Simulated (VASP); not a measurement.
# Sb (P6_3/mmc) in VASP: a series of runs

Runs on Sb. Level: RPBE. Tasks: single point.

All numbers are computed with VASP 6.6.1; they aren't measurements. Logs are shortened: lines on timing, memory, paths and dates and some standing lists are left out, and cuts for length are marked.

## 1. The crystal as given

It takes space group P6_3/mmc (No. 194, hexagonal). Conventional cell: a = 3.367 Å, b = 3.367 Å, c = 11.432 Å, α = 90.00°, β = 90.00°, γ = 120.00°. Sb (site symmetry -3m) is surrounded by 12 Sb at 3.37 to 3.46 Å. Around Sb (site symmetry -6m2) lie 12 Sb at 3.37 to 3.46 Å.

This isn't the form of Sb at room conditions, which is rhombohedral.

## 2. Single point, RPBE

File INCAR:

```
PREC     = Accurate       # precision mode
ENCUT    = 520            # plane-wave cutoff, eV
EDIFF    = 1E-7           # SCF threshold, eV
ISMEAR   = -1             # smearing method
SIGMA    = 0.1            # smearing width, eV
LREAL    = F              # projectors in reciprocal space
LASPH    = T              # aspherical terms in the spheres
NELM     = 100            # most SCF steps
ALGO     = Fast           # electronic algorithm
ISIF     = 2              # what is computed and relaxed
LWAVE    = F              # write WAVECAR
LCHARG   = F              # write CHGCAR
GGA      = RP             # functional
NBANDS   = 18             # bands
```

File KPOINTS:

```
regular mesh
0
Gamma
  14 14 4
```

File POSCAR:

```
Sb
1.0
    3.3671252294      0.0000000000      0.0000000000
   -1.6835626147      2.9160159864      0.0000000000
    0.0000000000      0.0000000000     11.4324496523
Sb
4
Direct
    1.0000000000      1.0000000000      0.0000000000
    1.0000000000      1.0000000000      0.5000000000
    0.3333333333      0.6666666667      0.2500000000
    0.6666666667      0.3333333333      0.7500000000
```

Potentials or basis: VASP PAW PBE potentials, release 64 (Sb).

Command:

```
$ cat potpaw_PBE.64/Sb/POTCAR > POTCAR
$ mpirun -np 1 vasp_std > vasp.out
```

OUTCAR:

```text
PREC = Accurate
   ENCUT = 520
   EDIFF = 1E-7
   ISMEAR = -1
   LREAL = F
   LASPH = T
   NELM = 100
   ISIF = 2
   GGA = RP

 ion  position               nearest neighbor table
   1  0.000  0.000  0.000-   3 3.46   4 3.46   4 3.46   3 3.46   4 3.46   3 3.46
   2  0.000  0.000  0.500-   3 3.46   4 3.46   4 3.46   3 3.46   4 3.46   3 3.46
   3  0.333  0.667  0.250-   1 3.46   2 3.46   1 3.46   2 3.46   1 3.46   2 3.46
   4  0.667  0.333  0.750-   1 3.46   2 3.46   1 3.46   2 3.46   1 3.46   2 3.46

  LATTYP: Found a hexagonal cell.
 ALAT       =     3.3671252294
 C/A-ratio  =     3.3953146597

  Lattice vectors:

 A1 = (   3.3671252294,   0.0000000000,   0.0000000000)
 A2 = (  -1.6835626147,   2.9160159864,   0.0000000000)
 A3 = (   0.0000000000,   0.0000000000,  11.4324496523)

Analysis of symmetry for initial positions (statically):
=====================================================================
 Subroutine PRICEL returns:
 Original cell was already a primitive cell.

 Routine SETGRP: Setting up the symmetry group for a
 hexagonal supercell.

 Subroutine GETGRP returns: Found 24 space group operations
 (whereof 12 operations were pure point group operations)
 out of a pool of 24 trial point group operations.

The static configuration has the point symmetry D_3d.
 The point group associated with its full space group is D_6h.

Analysis of symmetry for dynamics (positions and initial velocities):
=====================================================================
 Subroutine PRICEL returns:
 Original cell was already a primitive cell.

 Routine SETGRP: Setting up the symmetry group for a
 hexagonal supercell.

 Subroutine GETGRP returns: Found 24 space group operations
 (whereof 12 operations were pure point group operations)
 out of a pool of 24 trial point group operations.

The dynamic configuration has the point symmetry D_3d.
 The point group associated with its full space group is D_6h.

 Subroutine INISYM returns: Found 24 space group operations
 (whereof 12 operations are pure point group operations),
 and found     1 'primitive' translations

----------------------------------------------------------------------------------------

                                     Primitive cell

  volume of cell :     112.2505

  direct lattice vectors                    reciprocal lattice vectors
     3.367125229  0.000000000  0.000000000     0.296989251  0.171466824  0.000000000
    -1.683562615  2.916015986  0.000000000     0.000000000  0.342933648  0.000000000
     0.000000000  0.000000000 11.432449652     0.000000000  0.000000000  0.087470317

  length of vectors
     3.367125229  3.367125229 11.432449652     0.342933648  0.342933648  0.087470317

  position of ions in fractional coordinates (direct lattice)
     0.000000000  0.000000000  0.000000000
     0.000000000  0.000000000  0.500000000
     0.333333333  0.666666667  0.250000000
     0.666666667  0.333333333  0.750000000

  ion indices of the primitive-cell ions
   primitive index   ion index
                 1           1
                 2           2
                 3           3
                 4           4

----------------------------------------------------------------------------------------

 KPOINTS: regular mesh

Automatic generation of k-mesh.
 Grid dimensions read from file:
 generate k-points for:   14   14    4

 Generating k-lattice:

  Cartesian coordinates                     Fractional coordinates (reciprocal lattice)
     0.021213518  0.012247630  0.000000000     0.071428571 -0.000000000  0.000000000
     0.000000000  0.024495261  0.000000000     0.000000000  0.071428571  0.000000000
     0.000000000  0.000000000  0.021867579     0.000000000  0.000000000  0.250000000

  Length of vectors
     0.024495261  0.024495261  0.021867579

  Shift w.r.t. Gamma in fractional coordinates (k-lattice)
     0.000000000  0.000000000  0.000000000

 Subroutine IBZKPT returns following result:
 ===========================================

 Found     72 irreducible k-points:

 Following reciprocal coordinates:
            Coordinates               Weight
  0.000000  0.000000  0.000000      1.000000
  0.071429  0.000000  0.000000      6.000000
  0.142857  0.000000  0.000000      6.000000
  0.214286  0.000000  0.000000      6.000000
  0.285714  0.000000  0.000000      6.000000
  0.357143  0.000000  0.000000      6.000000
[... 16 lines left out ...]
  0.285714  0.285714  0.000000      6.000000
  0.357143  0.285714  0.000000      6.000000
 [... further k-points ...]
   k-points           NKPTS =     72   k-points in BZ     NKDIM =     72   number of bands    NBANDS=     18
   number of dos      NEDOS =    301   number of ions     NIONS =      4
   total plane-waves  NPLWV =  70560
   dimension x,y,z NGX =    28 NGY =   28 NGZ =   90
   dimension x,y,z NGXF=    56 NGYF=   56 NGZF=  180
   ions per type =               4
   NGX,Y,Z   is equivalent  to a cutoff of  13.82, 13.82, 13.09 a.u.
   NGXF,Y,Z  is equivalent  to a cutoff of  27.65, 27.65, 26.17 a.u.
 SYSTEM =  unknown system
   PREC   = accura    normal or accurate (medium, high low for compatibility)
   ISTART =      0    job   : 0-new  1-cont  2-samecut
   ICHARG =      2    charge: 1-file 2-atom 10-const
   ISPIN  =      1    spin polarized calculation?
   LNONCOLLINEAR =      F non collinear calculations
   LSORBIT =      F    spin-orbit coupling
   LASPH  =      T    aspherical Exc in radial PAW
   ENCUT  =  520.0 eV  38.22 Ry    6.18 a.u.   6.26  6.26 21.26*2*pi/ulx,y,z
   NELM   =    100;   NELMIN=  2; NELMDL= -5     # of ELM steps
   EDIFF  = 0.1E-06   stopping-criterion for ELM
   LREAL  =      F    real-space projection
   EDIFFG = 0.1E-05   stopping-criterion for IOM
   NSW    =      0    number of steps for IOM
   IBRION =     -1    ionic relax: 0-MD 1-quasi-New 2-CG
   NFREE  =      0    steps in history (QN), initial steepest desc. (CG)
   ISIF   =      2    stress and relaxation
   ISYM   =      2    0-nonsym 1-usesym 2-fastsym
   POTIM  = 0.5000    time-step for ionic-motion
   TEBEG  =    0.0;   TEEND  =   0.0 temperature during run
   PSTRESS=    0.0 pullay stress
   NELECT =      20.0000    total number of electrons
   NUPDOWN=      -1.0000    fix difference up-down
   EMIN   =  10.00;   EMAX   =-10.00  energy-range for DOS
   EFERMI =   0.00;   METHOD = LEGACY
   ISMEAR =    -1;   SIGMA  =   0.10  broadening in eV -4-tet -1-fermi 0-gaus
   EFERMI_NEDOS =   21; number of points for ismear=-14 and -15
   IALGO  =     68    algorithm
   IMIX   =      4    mixing-type and parameters
     AMIX     =   0.40;   BMIX     =  1.00
     AMIX_MAG =   1.60;   BMIX_MAG =  1.00
  volume/ion in A,a.u.               =      28.06       189.38
  Fermi-wavevector in a.u.,A,eV,Ry     =   0.921203  1.740821 11.546107  0.848615
  Thomas-Fermi vector in A             =   2.046593
   LORBIT       =      0    0 simple, 1 ext, 2 COOP (PROOUT), +10 PAW based schemes
   GGA     = RP    functional components
   LHFCALC =     F    Hartree Fock is set to
   AEXX    =    0.0000 exact exchange contribution
   IVDW    =     0    specifies the selected vdW correction
   LEPSILON=     F    determine dielectric tensor
   LRPA    =     F    only Hartree local field effects (RPA)
 non-spin polarized calculation
 RMM-DIIS sequential band-by-band and
  energy-cutoff  :      520.00
  volume of cell :      112.25
 maximum number of plane-waves:      3054
 NGX is ok and might be reduce to    28
   NGX = 13   NGY = 13   NGZ = 43

 number of electron      19.9999999 magnetization

 Free energy of the ion-electron system (eV)
  ---------------------------------------------------
  ext. energy  EPLUGINS =         0.00000000
  ---------------------------------------------------
  free energy    TOTEN  =       -13.91692205 eV

  energy without entropy =      -13.83404120  energy(sigma->0) =      -13.87548162

 E-fermi :   8.1342     XC(G=0): -10.0096

 val. band max:        8.1290632893   @ k =   0.4286   0.1429   0.5000
 cond. band min:       8.1521067460   @ k =   0.4286   0.0714   0.0000
 fundamental gap:      0.0230434567
 Fermi energy:         8.1342294137

 k-point     1 :       0.0000    0.0000    0.0000
  band No.  band energies     occupation
      1      -4.5061      2.00000
      2      -3.4244      2.00000
      3      -3.4093      2.00000
      4      -1.3109      2.00000
      5       2.4899      2.00000
      6       6.8752      1.99999
[... 10 lines left out ...]
     17      16.1908      0.00000
     18      16.5167      0.00000

 k-point     2 :       0.0714    0.0000    0.0000
  band No.  band energies     occupation
      1      -4.4169      2.00000
      2      -3.3367      2.00000
      3      -3.3216      2.00000
      4      -1.2307      2.00000
      5       2.5825      2.00000
      6       6.9413      1.99999
[... 10 lines left out ...]
     17      16.2198      0.00000
     18      16.6311      0.00000

 k-point     3 :       0.1429    0.0000    0.0000
  band No.  band energies     occupation
      1      -4.1503      2.00000
      2      -3.0746      2.00000
      3      -3.0598      2.00000
      4      -0.9934      2.00000
      5       2.8586      2.00000
      6       7.1119      1.99993
[... 10 lines left out ...]
     17      15.1669      0.00000
     18      15.7424      0.00000

 k-point     4 :       0.2143    0.0000    0.0000
  band No.  band energies     occupation
      1      -3.7093      2.00000
      2      -2.6435      2.00000
      3      -2.6291      2.00000
      4      -0.6126      2.00000
      5       3.3114      2.00000
      6       7.0824      1.99995
[... 10 lines left out ...]
     17      14.2656      0.00000
     18      14.8995      0.00000

 k-point     5 :       0.2857    0.0000    0.0000
  band No.  band energies     occupation
      1      -3.1020      2.00000
      2      -2.0560      2.00000
      3      -2.0432      2.00000
      4      -0.1273      2.00000
      5       3.9207      2.00000
      6       5.6090      2.00000
[... 10 lines left out ...]
     17      13.5810      0.00000
     18      14.3268      0.00000

 k-point     6 :       0.3571    0.0000    0.0000
  band No.  band energies     occupation
      1      -2.3484      2.00000
      2      -1.3472      2.00000
      3      -1.3408      2.00000
      4       0.3433      2.00000
      5       4.1790      2.00000
      6       4.4143      2.00000
[... 307 lines left out ...]
 k-point    21 :       0.2857    0.2143    0.0000
  band No.  band energies     occupation
      1      -1.3959      2.00000
      2      -0.5048      2.00000
      3      -0.5002      2.00000
      4       0.7187      2.00000
      5       4.1156      2.00000
      6       4.4192      2.00000
[... 10 lines left out ...]
     17      13.2319      0.00000
     18      15.1048      0.00000

 k-point    22 :       0.3571    0.2143    0.0000
  band No.  band energies     occupation
      1      -0.6213      2.00000
      2      -0.0520      2.00000
      3       0.0388      2.00000
      4       0.5943      2.00000
      5       3.4417      2.00000
      6       3.7020      2.00000
[... 10 lines left out ...]
     17      13.4725      0.00000
     18      14.1604      0.00000

 k-point    23 :       0.2857    0.2857    0.0000
  band No.  band energies     occupation
      1      -0.6310      2.00000
      2       0.0346      2.00000
      3       0.0650      2.00000
      4       0.6626      2.00000
      5       3.9189      2.00000
      6       4.1643      2.00000
[... 10 lines left out ...]
     17      13.2880      0.00000
     18      14.5622      0.00000

 k-point    24 :       0.3571    0.2857    0.0000
  band No.  band energies     occupation
      1      -0.0659      2.00000
      2       0.1802      2.00000
      3       0.3180      2.00000
      4       0.4504      2.00000
      5       3.8227      2.00000
      6       4.0724      2.00000
[... 10 lines left out ...]
     17      13.7374      0.00000
     18      13.9806      0.00000

 [... further k-points ...]

------------------------ aborting loop because EDIFF is reached ----------------------------------------

  FORCE on cell =-STRESS in cart. coord.  units (eV):
  Direction    XX          YY          ZZ          XY          YZ          ZX
  --------------------------------------------------------------------------------------
  -------------------------------------------------------------------------------------
  Total       -0.0638265     -0.0638265     -0.2398011     -0.0000000     -0.0000000     -0.0000000
  in kB       -0.9110101     -0.9110101     -3.4227353     -0.0000000     -0.0000000     -0.0000000
  external PRESSURE =      -1.7482518 kB  Pullay stress =       0.0000000 kB

 VOLUME and BASIS-vectors are now :
 -----------------------------------------------------------------------------
  energy-cutoff  :      520.00
  volume of cell :      112.25
      direct lattice vectors                 reciprocal lattice vectors
     3.367125229  0.000000000  0.000000000     0.296989251  0.171466824  0.000000000
    -1.683562615  2.916015986  0.000000000     0.000000000  0.342933648  0.000000000
     0.000000000  0.000000000 11.432449652     0.000000000  0.000000000  0.087470317

 POSITION                                       TOTAL-FORCE (eV/Angst)
 -----------------------------------------------------------------------------------
      0.00000      0.00000      0.00000         0.000000      0.000000     -0.000000
      0.00000      0.00000      5.71622         0.000000      0.000000     -0.000000
     -0.00000      1.94401      2.85811        -0.000000      0.000000      0.000000
      1.68356      0.97201      8.57434         0.000000     -0.000000      0.000000
 -----------------------------------------------------------------------------------
    total drift:                                0.000000     -0.000000      0.000000

  FREE ENERGIE OF THE ION-ELECTRON SYSTEM (eV)
  ---------------------------------------------------
  free  energy   TOTEN  =       -13.9169220488 eV

  energy  without entropy=      -13.8340411969  energy(sigma->0) =      -13.87548162
```

Wall time 1.9 min (1 thread of Intel Xeon Platinum 8488C (Sapphire Rapids), shared host); peak memory 0.3 GiB.

Results:

| Item | Value |
| --- | --- |
| Free energy | -13.9169 eV |
| Pressure | -0.2 GPa |
| Band gap on the k mesh | none (metal or under the smearing width) |

Levels at points of the mesh, in eV from the Fermi level:
| k point | band 6 | band 7 | band 8 | band 9 | band 10 | band 11 | band 12 | band 13 | band 14 | band 15 |
| --- | --- | --- | --- | --- | --- | --- | --- | --- | --- | --- |
| (0.00, 0.00, 0.00) | -1.26 | -1.25 | 3.81 | 3.81 | 4.42 | 4.42 | 4.46 | 4.46 | 4.50 | 5.22 |
| (0.50, 0.00, 0.00) | -5.18 | -3.96 | -3.56 | -1.70 | -0.93 | 0.63 | 1.45 | 1.70 | 1.71 | 2.30 |
| (0.00, 0.00, 0.50) | -4.18 | 2.17 | 2.17 | 3.98 | 3.98 | 3.98 | 3.98 | 4.97 | 4.97 | 4.97 |
| (0.50, 0.00, 0.50) | -4.97 | -4.34 | -4.34 | -0.52 | -0.52 | 0.91 | 0.91 | 0.94 | 0.94 | 2.78 |

Caveat: the PAW data sets were made with another functional, which shifts forces and pressure a little. The run has no spin-orbit coupling, so splittings on Sb are missing.

(Part 1 of 2 ends here.)
